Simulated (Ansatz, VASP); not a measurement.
# Two plane-wave programs on ZnS

```
Zn S
1.0
     0.00000    2.57123    2.57123
     2.57123    0.00000    2.57123
     2.57123    2.57123    0.00000
Zn S
1 1
Direct
  0.00000 0.00000 0.00000
  0.25000 0.25000 0.25000
```

Alike in both runs: functional r2SCAN; k mesh 8 × 8 × 8; occupations gaussian, width 0.02 eV; no spin polarisation.

Ansatz relaxed the structure, and its values are those at the end. VASP's run is a single point on that final structure, the one shown.

|  | VASP | Ansatz |
| --- | --- | --- |
| version | VASP 6.6.1 | Ansatz 0.2.0 |
| potentials or method | VASP PAW PBE potentials, release 64 (Zn, S) | scalar-relativistic, plane waves, PAW |
| plane-wave cutoff (eV) | 520 | 500 |
| valence electrons in the cell | 18 | 18 |

Ansatz gave:

| Quantity | Value |
| --- | --- |
| gap on the k mesh at the Fermi level (eV) | 3.35 |
| least direct gap on the mesh (eV) | 3.37 |
| pressure (GPa) | 15.0 |

Problem. What did VASP give for the same quantities?

Solution. gap on the k mesh at the Fermi level (eV): 3.35; least direct gap on the mesh (eV): 3.40; pressure (GPa): 15.1.

Caveats: so large a pressure means that the cell lies far from this level's equilibrium, or that cutoff or potentials fall short (VASP); the potentials were made for another functional, which shifts forces and pressure (VASP). A k mesh can miss the band edges. r2SCAN opens gaps a little over a GGA but as a rule still falls short of measured ones.
